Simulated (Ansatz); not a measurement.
Runs of Ansatz 0.2.0 on KF (Carobbiite). Symmetry: Fm-3m, No. 225, cubic system. Conventional cell: a = 5.344 Å, b = 5.344 Å, c = 5.344 Å, α = 90.00°, β = 90.00°, γ = 90.00°. Around K (site symmetry m-3m) lie 6 F at 2.67 Å. Around F (site symmetry m-3m) lie 6 K at 2.67 Å. 

```csv
task,level,potentials or basis,spin,cutoff (eV),smearing,driver,gap on the mesh (eV),pressure (GPa),moment (μB),V0 of scaled cells (Å³/atom),B0 (GPa)
equation of state,PBEsol,Ansatz PAW,off,420,fermi-dirac 0.05 eV,-,-,-,-,18.68,33
Born charges and dielectric tensor,PBE,PseudoDojo standard (PBEsol files),off,1143,fixed,-,6.22,-,-,-,-
equation of state,PBE,Ansatz PAW soft_1,off,420,fermi-dirac 0.05 eV,-,-,-,-,(a),29
electrostatic potential,BLYP+D3(BJ),Ansatz PAW earlier set,"non-collinear, program default start",1300,fermi-dirac 0.05 eV,-,6.22,(b),0.00,-,-
single point,r2SCAN+rVV10,Ansatz PAW earlier set,"collinear, ferromagnetic start",1050,fermi-dirac 0.15 eV,chain,6.73,-1.3,0.00,-,-
```

Alike in all rows: cell as given; k mesh 9 × 9 × 9.

Task: Fill in the values left out.

Result: (a) 19.91; (b) -0.9.

Caveats: the PAW data sets come from PBE, with cores solved anew for the run's functional, which leaves a small shift of forces and pressure (some runs); odd divisions of the mesh miss points on the zone boundary, where band edges often lie, so the gap on the mesh can be too wide (some runs); the potentials were made for another functional, which shifts forces and pressure (some runs).

A k mesh can miss the band edges.

Not every run made on this cell is shown here.
